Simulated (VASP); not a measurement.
# CdS (F-43m) in VASP: band structure with PBE

Aim: the band structure of CdS with PBE.

Program: VASP 6.6.1. These are calculated values, not measurements. Logs are shortened: lines on timing, memory, paths and dates and some standing lists are left out, and cuts for length are marked.

## 1. The crystal as given

Symmetry: F-43m, No. 216, cubic system. The conventional cell has a = 5.833 Å, b = 5.833 Å, c = 5.833 Å, α = 90.00°, β = 90.00°, γ = 90.00°. Around Cd (site symmetry -43m) lie 4 S at 2.53 Å. Around S (site symmetry -43m) lie 4 Cd at 2.53 Å.

## 2. Band structure, PBE

Contents of POSCAR:

```
CdS
1.0
    0.0000000000      2.9165000000      2.9165000000
    2.9165000000      0.0000000000      2.9165000000
    2.9165000000      2.9165000000      0.0000000000
Cd S
1 1
Direct
    0.0000000000      0.0000000000      0.0000000000
    0.2500000000      0.2500000000      0.2500000000
```

Contents of INCAR.step1:

```
  PREC = Accurate
  ENCUT = 520
  EDIFF = 1E-6
  ISMEAR = 0
  SIGMA = 0.02
  LREAL = False
  LASPH = True
  NELM = 100
  ALGO = Fast
  ISIF = 2
  LWAVE = False
  LCHARG = True
  GGA = PE
```

Contents of KPOINTS.step1:

```
regular mesh
0
Gamma
  8 8 8
```

Contents of INCAR.step2:

```
  PREC = Accurate
  ENCUT = 520
  EDIFF = 1E-6
  ISMEAR = 0
  SIGMA = 0.05
  LREAL = False
  LASPH = True
  NELM = 100
  ALGO = Fast
  ISIF = 2
  LWAVE = False
  LCHARG = False
  GGA = PE
  ICHARG = 11
```

Contents of KPOINTS.step2:

```
path GXWKGLUWLK,UX
20
line-mode
reciprocal
 0.0000000000  0.0000000000  0.0000000000  G
 0.5000000000  0.0000000000  0.5000000000  X

 0.5000000000  0.0000000000  0.5000000000  X
 0.5000000000  0.2500000000  0.7500000000  W

 0.5000000000  0.2500000000  0.7500000000  W
 0.3750000000  0.3750000000  0.7500000000  K

 0.3750000000  0.3750000000  0.7500000000  K
 0.0000000000  0.0000000000  0.0000000000  G

 0.0000000000  0.0000000000  0.0000000000  G
 0.5000000000  0.5000000000  0.5000000000  L

 0.5000000000  0.5000000000  0.5000000000  L
 0.6250000000  0.2500000000  0.6250000000  U

 0.6250000000  0.2500000000  0.6250000000  U
 0.5000000000  0.2500000000  0.7500000000  W

 0.5000000000  0.2500000000  0.7500000000  W
 0.5000000000  0.5000000000  0.5000000000  L

 0.5000000000  0.5000000000  0.5000000000  L
 0.3750000000  0.3750000000  0.7500000000  K

 0.6250000000  0.2500000000  0.6250000000  U
 0.5000000000  0.0000000000  0.5000000000  X
```

Potentials or basis: VASP PAW PBE potentials, release 64 (Cd, S).

On the command line:

```
$ cat potpaw_PBE.64/Cd/POTCAR potpaw_PBE.64/S/POTCAR > POTCAR
$ cp INCAR.step1 INCAR
$ cp KPOINTS.step1 KPOINTS
$ mpirun -np 1 vasp_std > vasp.out
$ cp INCAR.step2 INCAR
$ cp KPOINTS.step2 KPOINTS
$ mpirun -np 1 vasp_std > vasp.out
```

OUTCAR:

```text
PREC = Accurate
   ENCUT = 520
   EDIFF = 1E-6
   ISMEAR = 0
   LREAL = False
   LASPH = True
   NELM = 100
   ISIF = 2
   GGA = PE
   ICHARG = 11

 ion  position               nearest neighbor table
   1  0.000  0.000  0.000-   2 2.53   2 2.53   2 2.53   2 2.53
   2  0.250  0.250  0.250-   1 2.53   1 2.53   1 2.53   1 2.53

  LATTYP: Found a face centered cubic cell.
 ALAT       =     5.8330000000

  Lattice vectors:

 A1 = (   0.0000000000,   2.9165000000,   2.9165000000)
 A2 = (   2.9165000000,   0.0000000000,   2.9165000000)
 A3 = (   2.9165000000,   2.9165000000,   0.0000000000)

Analysis of symmetry for initial positions (statically):
=====================================================================
 Subroutine PRICEL returns:
 Original cell was already a primitive cell.

 Routine SETGRP: Setting up the symmetry group for a
 face centered cubic supercell.

 Subroutine GETGRP returns: Found 24 space group operations
 (whereof 24 operations were pure point group operations)
 out of a pool of 48 trial point group operations.

The static configuration has the point symmetry T_d .

Analysis of symmetry for dynamics (positions and initial velocities):
=====================================================================
 Subroutine PRICEL returns:
 Original cell was already a primitive cell.

 Routine SETGRP: Setting up the symmetry group for a
 face centered cubic supercell.

 Subroutine GETGRP returns: Found 24 space group operations
 (whereof 24 operations were pure point group operations)
 out of a pool of 48 trial point group operations.

The dynamic configuration has the point symmetry T_d .

 Subroutine INISYM returns: Found 24 space group operations
 (whereof 24 operations are pure point group operations),
 and found     1 'primitive' translations

----------------------------------------------------------------------------------------

                                     Primitive cell

  volume of cell :      49.6153

  direct lattice vectors                    reciprocal lattice vectors
     0.000000000  2.916500000  2.916500000    -0.171438368  0.171438368  0.171438368
     2.916500000  0.000000000  2.916500000     0.171438368 -0.171438368  0.171438368
     2.916500000  2.916500000  0.000000000     0.171438368  0.171438368 -0.171438368

  length of vectors
     4.124553855  4.124553855  4.124553855     0.296939964  0.296939964  0.296939964

  position of ions in fractional coordinates (direct lattice)
     0.000000000  0.000000000  0.000000000
     0.250000000  0.250000000  0.250000000

  ion indices of the primitive-cell ions
   primitive index   ion index
                 1           1
                 2           2

----------------------------------------------------------------------------------------

 KPOINTS: path GXWKGLUWLK,UX

Interpolating k-points between supplied coordinates.

 Line segments in fractional coordinates (reciprocal lattice):
    0.000000  0.000000  0.000000  ...  0.500000  0.000000  0.500000
    0.500000  0.000000  0.500000  ...  0.500000  0.250000  0.750000
    0.500000  0.250000  0.750000  ...  0.375000  0.375000  0.750000
    0.375000  0.375000  0.750000  ...  0.000000  0.000000  0.000000
    0.000000  0.000000  0.000000  ...  0.500000  0.500000  0.500000
    0.500000  0.500000  0.500000  ...  0.625000  0.250000  0.625000
    0.625000  0.250000  0.625000  ...  0.500000  0.250000  0.750000
    0.500000  0.250000  0.750000  ...  0.500000  0.500000  0.500000
    0.500000  0.500000  0.500000  ...  0.375000  0.375000  0.750000
    0.625000  0.250000  0.625000  ...  0.500000  0.000000  0.500000

 Generated    20 points on each line segment, for a total of    200 k-points:

 Following reciprocal coordinates:
            Coordinates               Weight
  0.000000  0.000000  0.000000      0.005000
  0.026316  0.000000  0.026316      0.005000
  0.052632  0.000000  0.052632      0.005000
  0.078947  0.000000  0.078947      0.005000
  0.105263  0.000000  0.105263      0.005000
  0.131579  0.000000  0.131579      0.005000
[... 16 lines left out ...]
  0.500000  0.026316  0.526316      0.005000
  0.500000  0.039474  0.539474      0.005000
 [... further k-points ...]
   k-points           NKPTS =    200   k-points in BZ     NKDIM =    200   number of bands    NBANDS=     13
   number of dos      NEDOS =    301   number of ions     NIONS =      2
   total plane-waves  NPLWV =  32768
   dimension x,y,z NGX =    32 NGY =   32 NGZ =   32
   dimension x,y,z NGXF=    64 NGYF=   64 NGZF=   64
   ions per type =               1   1
   NGX,Y,Z   is equivalent  to a cutoff of  12.90, 12.90, 12.90 a.u.
   NGXF,Y,Z  is equivalent  to a cutoff of  25.80, 25.80, 25.80 a.u.
 SYSTEM =  unknown system
   PREC   = accura    normal or accurate (medium, high low for compatibility)
   ISTART =      0    job   : 0-new  1-cont  2-samecut
   ICHARG =     11    charge: 1-file 2-atom 10-const
   ISPIN  =      1    spin polarized calculation?
   LNONCOLLINEAR =      F non collinear calculations
   LSORBIT =      F    spin-orbit coupling
   LASPH  =      T    aspherical Exc in radial PAW
   ENCUT  =  520.0 eV  38.22 Ry    6.18 a.u.   7.67  7.67  7.67*2*pi/ulx,y,z
   NELM   =    100;   NELMIN=  2; NELMDL=  0     # of ELM steps
   EDIFF  = 0.1E-05   stopping-criterion for ELM
   LREAL  =      F    real-space projection
[... 7 lines left out ...]
   TEBEG  =    0.0;   TEEND  =   0.0 temperature during run
   PSTRESS=    0.0 pullay stress
   NELECT =      18.0000    total number of electrons
   NUPDOWN=      -1.0000    fix difference up-down
   EMIN   =  10.00;   EMAX   =-10.00  energy-range for DOS
   EFERMI =   0.00;   METHOD = LEGACY
   ISMEAR =     0;   SIGMA  =   0.05  broadening in eV -4-tet -1-fermi 0-gaus
   EFERMI_NEDOS =   21; number of points for ismear=-14 and -15
   IALGO  =     68    algorithm
   IMIX   =      4    mixing-type and parameters
     AMIX     =   0.40;   BMIX     =  1.00
     AMIX_MAG =   1.60;   BMIX_MAG =  1.00
  volume/ion in A,a.u.               =      24.81       167.41
  Fermi-wavevector in a.u.,A,eV,Ry     =   1.167599  2.206442 18.548649  1.363287
  Thomas-Fermi vector in A             =   2.304097
   LORBIT       =      0    0 simple, 1 ext, 2 COOP (PROOUT), +10 PAW based schemes
   GGA     = PE    functional components
   LHFCALC =     F    Hartree Fock is set to
   AEXX    =    0.0000 exact exchange contribution
   IVDW    =     0    specifies the selected vdW correction
   LEPSILON=     F    determine dielectric tensor
   LRPA    =     F    only Hartree local field effects (RPA)
 non-spin polarized calculation
 RMM-DIIS sequential band-by-band and
 Gauss-broadening in eV      SIGMA  =   0.05
  energy-cutoff  :      520.00
  volume of cell :       49.62
 maximum number of plane-waves:      1363
 NGX is ok and might be reduce to    32

 number of electron      18.0000004 magnetization

 Free energy of the ion-electron system (eV)
  ---------------------------------------------------
  ext. energy  EPLUGINS =         0.00000000
  ---------------------------------------------------
  free energy    TOTEN  =        -6.36601256 eV

  energy without entropy =       -6.36601256  energy(sigma->0) =       -6.36601256

 E-fermi :   1.5447     XC(G=0):  -9.1496

 val. band max:        1.3138903541   @ k =   0.0000   0.0000   0.0000
 cond. band min:       2.4642391430   @ k =   0.0000   0.0000   0.0000
 fundamental gap:      1.1503487889
 Fermi energy:         1.5446525545

 k-point     1 :       0.0000    0.0000    0.0000
  band No.  band energies     occupation
      1     -11.0553      2.00000
      2      -6.4148      2.00000
      3      -6.4148      2.00000
      4      -6.4148      2.00000
      5      -5.9323      2.00000
      6      -5.9323      2.00000
      7       1.3139      2.00000
      8       1.3139      2.00000
      9       1.3139      2.00000
     10       2.4642      0.00000
     11       7.8611      0.00000
     12       7.8611      0.00000
     13       7.8611      0.00000

 k-point     2 :       0.0263    0.0000    0.0263
  band No.  band energies     occupation
      1     -11.0515      2.00000
      2      -6.4130      2.00000
      3      -6.4128      2.00000
      4      -6.4128      2.00000
      5      -5.9331      2.00000
      6      -5.9317      2.00000
      7       1.2285      2.00000
      8       1.2980      2.00000
      9       1.2980      2.00000
     10       2.5555      0.00000
     11       7.8232      0.00000
     12       7.8825      0.00000
     13       7.8825      0.00000

 k-point     3 :       0.0526    0.0000    0.0526
  band No.  band energies     occupation
      1     -11.0401      2.00000
      2      -6.4074      2.00000
      3      -6.4068      2.00000
      4      -6.4068      2.00000
      5      -5.9355      2.00000
      6      -5.9299      2.00000
      7       1.0249      2.00000
      8       1.2513      2.00000
      9       1.2513      2.00000
     10       2.7766      0.00000
     11       7.7151      0.00000
     12       7.9457      0.00000
     13       7.9457      0.00000
[... 305 lines left out ...]
 k-point    23 :       0.5000    0.0263    0.5263
  band No.  band energies     occupation
      1     -10.4985      2.00000
      2      -6.1981      2.00000
      3      -6.0689      2.00000
      4      -6.0642      2.00000
      5      -5.8461      2.00000
      6      -5.4853      2.00000
      7      -2.6367      2.00000
      8      -0.5768      2.00000
      9      -0.5742      2.00000
     10       4.9024      0.00000
     11       5.6909      0.00000
     12      10.5198      0.00000
     13      11.9887      0.00000

 k-point    24 :       0.5000    0.0395    0.5395
  band No.  band energies     occupation
      1     -10.4986      2.00000
      2      -6.1974      2.00000
      3      -6.0729      2.00000
      4      -6.0625      2.00000
      5      -5.8476      2.00000
      6      -5.4785      2.00000
      7      -2.6351      2.00000
      8      -0.5907      2.00000
      9      -0.5849      2.00000
     10       4.9448      0.00000
     11       5.7206      0.00000
     12      10.4858      0.00000
     13      11.8040      0.00000

 [... further k-points ...]
[... 5 lines left out ...]
  --------------------------------------------------------------------------------------
  -------------------------------------------------------------------------------------
  Total        0.3371347      0.3371347      0.3371347      0.0000000     -0.0000000      0.0000000
  in kB       10.8867465     10.8867465     10.8867465      0.0000000     -0.0000000      0.0000000
  external PRESSURE =      10.8867465 kB  Pullay stress =       0.0000000 kB

 VOLUME and BASIS-vectors are now :
 -----------------------------------------------------------------------------
  energy-cutoff  :      520.00
  volume of cell :       49.62
      direct lattice vectors                 reciprocal lattice vectors
     0.000000000  2.916500000  2.916500000    -0.171438368  0.171438368  0.171438368
     2.916500000  0.000000000  2.916500000     0.171438368 -0.171438368  0.171438368
     2.916500000  2.916500000  0.000000000     0.171438368  0.171438368 -0.171438368

 POSITION                                       TOTAL-FORCE (eV/Angst)
 -----------------------------------------------------------------------------------
      0.00000      0.00000      0.00000         0.000000      0.000000     -0.000000
      1.45825      1.45825      1.45825        -0.000000     -0.000000      0.000000
 -----------------------------------------------------------------------------------
    total drift:                               -0.000000     -0.000000     -0.000000

  FREE ENERGIE OF THE ION-ELECTRON SYSTEM (eV)
  ---------------------------------------------------
  free  energy   TOTEN  =        -6.3660125590 eV

  energy  without entropy=       -6.3660125590  energy(sigma->0) =       -6.36601256
```

Run time: 29 s. Hardware: 1 thread of Intel Xeon 6975P-C (Granite Rapids), shared host; peak memory 0.27 GiB.

Results:

| Quantity | Value |
| --- | --- |
| Band gap on the k mesh | 1.15 eV, direct |
| Band gap along the path | 1.15 eV, direct |

Levels at the corners of the path, in eV from the valence-band top:
```tsv
point	band 6	band 7	band 8	band 9	band 10	band 11	band 12	band 13
Γ	-7.25	0.00	0.00	0.00	1.15	6.55	6.55	6.55
X	-6.80	-3.95	-1.88	-1.88	3.55	4.35	9.23	10.78
X	-6.80	-3.95	-1.88	-1.88	3.55	4.35	9.23	10.78
W	-6.62	-3.90	-2.27	-2.19	5.44	5.44	7.25	8.07
W	-6.62	-3.90	-2.27	-2.19	5.44	5.44	7.25	8.07
K	-6.67	-3.93	-2.53	-1.53	4.24	5.46	8.51	9.07
K	-6.67	-3.93	-2.53	-1.53	4.24	5.46	8.51	9.07
Γ	-7.25	0.00	0.00	0.00	1.15	6.55	6.55	6.55
Γ	-7.25	0.00	0.00	0.00	1.15	6.55	6.55	6.55
L	-6.87	-4.40	-0.75	-0.75	3.02	7.01	7.01	7.48
L	-6.87	-4.40	-0.75	-0.75	3.02	7.01	7.01	7.48
U	-6.67	-3.93	-2.53	-1.53	4.24	5.46	8.51	9.07
U	-6.67	-3.93	-2.53	-1.53	4.24	5.46	8.51	9.07
W	-6.62	-3.90	-2.27	-2.19	5.44	5.44	7.25	8.07
W	-6.62	-3.90	-2.27	-2.19	5.44	5.44	7.25	8.07
L	-6.87	-4.40	-0.75	-0.75	3.02	7.01	7.01	7.48
L	-6.87	-4.40	-0.75	-0.75	3.02	7.01	7.01	7.48
K	-6.67	-3.93	-2.53	-1.53	4.24	5.46	8.51	9.07
U	-6.67	-3.93	-2.53	-1.53	4.24	5.46	8.51	9.07
X	-6.80	-3.95	-1.88	-1.88	3.55	4.35	9.23	10.78
```

Caveat: the log is that of the step along the path at fixed density, whose energy, stress, charges and moments have no meaning. PBE gaps usually lie below the measured ones, often by a third to a half.
